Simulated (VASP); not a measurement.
Input of a VASP 6.6.1 run:

Contents of INCAR:

```
SYSTEM = Sb8H
ALGO = Fast
DIPOL = 0.5 0.5 0.537
EDIFF = 1E-7
ENCUT = 520
GGA = PE
IDIPOL = 3
ISIF = 2
ISMEAR = 0
LASPH = .TRUE.
LCHARG = .FALSE.
LDIPOL = .TRUE.
LREAL = .FALSE.
LWAVE = .FALSE.
NBANDS = 30
NELM = 100
PREC = Accurate
SIGMA = 0.05
```

File KPOINTS:

```
k-points
0
G
  10 10 1
  0 0 0
```

File POSCAR:

```
Sb8H
1.0
    4.3084000000      0.0000000000      0.0000000000
   -2.1542000000      3.7311838497      0.0000000000
    0.0000000000      0.0000000000     28.7832128000
Sb H
8 1
Direct
    0.6666666667      0.3333333333      0.2779397858
    0.0000000000      0.0000000000      0.3303735711
    0.3333333333      0.6666666667      0.4144421113
    0.6666666667      0.3333333333      0.4689904429
    0.0000000000      0.0000000000      0.5496286674
    0.3333333333      0.6666666667      0.6053553964
    0.6666666667      0.3333333333      0.6826272674
    0.0000000000      0.0000000000      0.7396760541
    0.3333333333      0.6666666667      0.7598234557
```

Potentials or basis: VASP PAW PBE potentials, release 64 (Sb, H).

Run with:

```bash
$ cat potpaw_PBE.64/Sb/POTCAR potpaw_PBE.64/H/POTCAR > POTCAR
$ mpirun -np 1 vasp_std > vasp.out
```

Q: Predict the largest force.

A: 0.402 eV/Å.

Q: Predict the band gap on the k mesh.

A: None (metal or under the smearing width).

Forces in eV/Å, atoms in the order of the input:
```
Sb   0.000  0.000 -0.386
Sb   0.000  0.000  0.402
Sb   0.000  0.000 -0.043
Sb   0.000  0.000  0.039
Sb   0.000  0.000 -0.031
Sb   0.000  0.000  0.029
Sb   0.000  0.000 -0.018
Sb   0.000  0.000  0.012
H    0.000  0.000 -0.003
```

The run has no spin-orbit coupling, so splittings on Sb are missing.
